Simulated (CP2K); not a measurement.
**GaP under changes of volume**

One of the cells (20.240 Å³/atom); the others are scaled copies at fixed shape and fractional positions:

```xyz
2
Lattice="3.8541 0.0000 0.0000 1.9270 3.3377 0.0000 1.9270 1.1126 3.1468" Properties=species:S:1:pos:R:3 pbc="T T T"
Ga    0.0000    0.0000    0.0000
P     5.7811    3.3377    2.3601
```

| Property | Result |
| --- | --- |
| Program | CP2K 2026.2 |
| Functional | PBEsol |
| Potentials or basis | POTENTIAL_UZH Ga GTH-PBE-q13, P GTH-PBE-q5; TZVP-MOLOPT-PBE-GTH basis |
| Density cutoff | 6123 eV |
| k mesh | 8 × 8 × 8 |
| Occupations | fermi-dirac, width 0.05 eV |
| Spin | no spin polarisation |

```tsv
volume (Å³/atom)	energy over the lowest point (meV/atom)	pressure (GPa)	gap on the mesh (eV)
19.026	23.51	6.3	1.38
19.431	10.52	4.0	1.43
19.836	2.87	2.0	1.48
20.240	0.00	0.3	1.51
20.645	1.43	-1.4	1.49
21.050	6.70	-2.8	1.37
21.455	?	?	?
```

**Question.** What does the run at 21.455 Å³/atom give?

**Answer.** Energy over the lowest point 15.41 meV/atom; pressure -4.1 GPa; gap on the mesh 1.22 eV.

Worked out: A Birch-Murnaghan fit of order 3 (a polynomial in V^(-2/3)) to the other rows has its minimum at 20.30 Å³/atom with B0 = V·E''(V) = 84 GPa and B' = 4.4. It gives 15.44 meV/atom at 21.455 Å³/atom, against the run's 15.41, and -dE/dV = -4.1 GPa, against -4.1. A parabola through the other rows of the gap, of slope -6.54 eV per unit of ln V there, extrapolates to 1.28 eV, against the run's 1.22.

Energies are extrapolated to zero smearing.

Caveats: the potentials were made for another functional, which shifts forces and pressure; the basis of atomic orbitals isn't converged, which shifts pressures, moduli and gaps.

A mesh can miss the band edges. Spin-orbit coupling on Ga is left out.
